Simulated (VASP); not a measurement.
Crystal: CdTe.

```xyz
2
Lattice="0.0000 3.2050 3.2050 3.2050 0.0000 3.2050 3.2050 3.2050 0.0000" Properties=species:S:1:pos:R:3 pbc="T T T"
Cd    0.0000    0.0000    0.0000
Te    1.6025    1.6025    1.6025
```

```yaml
Program: VASP 6.6.1
Task: relaxation of cell and atoms
Functional: PBEsol
Potentials_or_basis: VASP PAW PBE potentials, release 64 (Cd, Te)
Cutoff: 600 eV
k_mesh: 8 × 8 × 8
Occupations: gaussian, width 0.03 eV
Spin: no spin polarisation
```

At the start: pressure 1.8 GPa; volume 32.92 Å³/atom.

Task: How do energy, volume and symmetry change on relaxing?

Result: Over 3 steps the energy falls by 7.3 meV/atom and the volume is 34.26 Å³/atom (+4.1 %); space group F-43m (No. 216, to 0.05 Å).

The path:
```tsv
step	energy change (eV)	largest force (eV/Å)	pressure (GPa)	volume (Å³)
1	0.0000	0.0000	1.81	65.84
2	-0.0129	0.0000	-0.54	69.46
3	-0.0145	0.0000	0.00	68.52
```

Final structure:
```cif
data_structure
_symmetry_space_group_name_H-M 'P 1'
_symmetry_Int_Tables_number 1
_cell_length_a 4.5931
_cell_length_b 4.5931
_cell_length_c 4.5931
_cell_angle_alpha 60.000
_cell_angle_beta 60.000
_cell_angle_gamma 60.000
_cell_volume 68.52
loop_
_atom_site_label
_atom_site_type_symbol
_atom_site_fract_x
_atom_site_fract_y
_atom_site_fract_z
_atom_site_occupancy
Cd1 Cd 0.00000 0.00000 0.00000 1
Te1 Te 0.25000 0.25000 0.25000 1
```

Caveat: the PAW data sets were made with another functional, which shifts forces and pressure a little.
